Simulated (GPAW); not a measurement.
Here is a GPAW 26.7.0 calculation.

run.py

```python
from ase import Atoms
from ase.filters import FrechetCellFilter
from ase.io import write
from ase.optimize import BFGS
from ase.units import GPa
from gpaw import GPAW, PW, setup_paths

setup_paths.insert(0, '.')

atoms = Atoms(['Cu', 'Cl', 'Cl'],
              cell=[[4.520648, 0.0, 0.0],
                    [0.0, 4.520648, 0.0],
                    [0.0, 0.0, 4.317712]],
              scaled_positions=[[0.0, 0.0, 0.0],
                                [0.0, 0.5, 0.0],
                                [0.5, 0.0, 0.0]],
              pbc=True)

calc = GPAW(mode=PW(600),
            xc='PBEsol',
            kpts={'size': (5, 5, 5), 'gamma': True},
            occupations={'name': 'fermi-dirac', 'width': 0.05},
            nbands=25,
            convergence={'density': 1e-05, 'forces': 0.0001},
            maxiter=150,
            txt='gpaw.txt')
atoms.calc = calc
opt = BFGS(FrechetCellFilter(atoms, scalar_pressure=10 * GPa), trajectory='relax.traj', logfile='-')
done = opt.run(fmax=0.02, steps=60)
calc.write('gs.gpw')
write('result.traj', atoms)
print('Converged:', done)
print('Cell:', atoms.cell.cellpar().round(4))
print('Volume:', round(atoms.get_volume(), 4))
print(atoms.get_scaled_positions().round(5))
```

Potentials or basis: PAW data sets generated in the run's folder for this functional, pw.

Run with:

```sh
$ gpaw-setup -f PBEsol Cl Cu
$ OMP_NUM_THREADS=1 python run.py
```

(1) Predict the relaxed cell.

(2) Predict the band gap on the k mesh.

(3) Estimate the relaxed volume.

Results:

(1) a = 4.482 Å, b = 4.482 Å, c = 2.628 Å, α = 90.00°, β = 90.00°, γ = 90.00°.

(2) none (metal or under the smearing width).

(3) 17.59 Å³/atom.

Caveat: with this Cu data set, volumes or pressures lay over 1.5 % or 2 GPa off other programs in two to four cells of ten; later steps reuse the first step's grids; the volume moved by over 15 % at a fixed basis, so the end points are rough; this functional lacks dispersion, which binds the layers, so the pressure and a relaxed spacing across them are unreliable; an odd number of electrons without spin polarisation forces a metal; a magnetic or distorted state may lie lower; the run has no spin polarisation, though such a crystal can be magnetic; semilocal functionals often make such compounds metallic where correlation or magnetic order opens a gap, which also shifts bond lengths.
